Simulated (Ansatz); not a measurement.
**InAs under changes of volume**

One of the cells (23.821 Å³/atom); the others are scaled copies at fixed shape and fractional positions:

```
In As
1.0
     0.00000    2.87730    2.87730
     2.87730    0.00000    2.87730
     2.87730    2.87730    0.00000
In As
1 1
Direct
  0.50000 0.50000 0.50000
  0.00000 0.00000 0.00000
```

Measurements of this composition are mostly on another form, of space group No. 216.

- Program: Ansatz 0.2.0
- Functional: PBE
- Potentials or basis: Ansatz PAW
- Cutoff: 420 eV (not typed: the program's choice for these potentials)
- k mesh: 8 × 8 × 8
- Occupations: fermi-dirac, width 0.05 eV
- Spin: no spin polarisation

| volume (Å³/atom) | energy over the lowest point (meV/atom) | pressure (GPa) |
| --- | --- | --- |
| 22.392 | 17.80 | 4.3 |
| 22.868 | ? | ? |
| 23.344 | 1.70 | 1.2 |
| 23.821 | 0.00 | -0.1 |
| 24.297 | 1.93 | -1.2 |
| 24.774 | 7.08 | -2.2 |
| 25.250 | 15.09 | -3.1 |

**Question.** What does the run at 22.868 Å³/atom give?

**Answer.** Energy over the lowest point 7.46 meV/atom; pressure 2.7 GPa.

Worked out: A Birch-Murnaghan fit of order 3 (a polynomial in V^(-2/3)) to the other rows has its minimum at 23.80 Å³/atom with B0 = V·E''(V) = 61 GPa and B' = 4.9. It gives 7.46 meV/atom at 22.868 Å³/atom, against the run's 7.46, and -dE/dV = 2.7 GPa, against 2.7.

Energies are extrapolated to zero smearing.
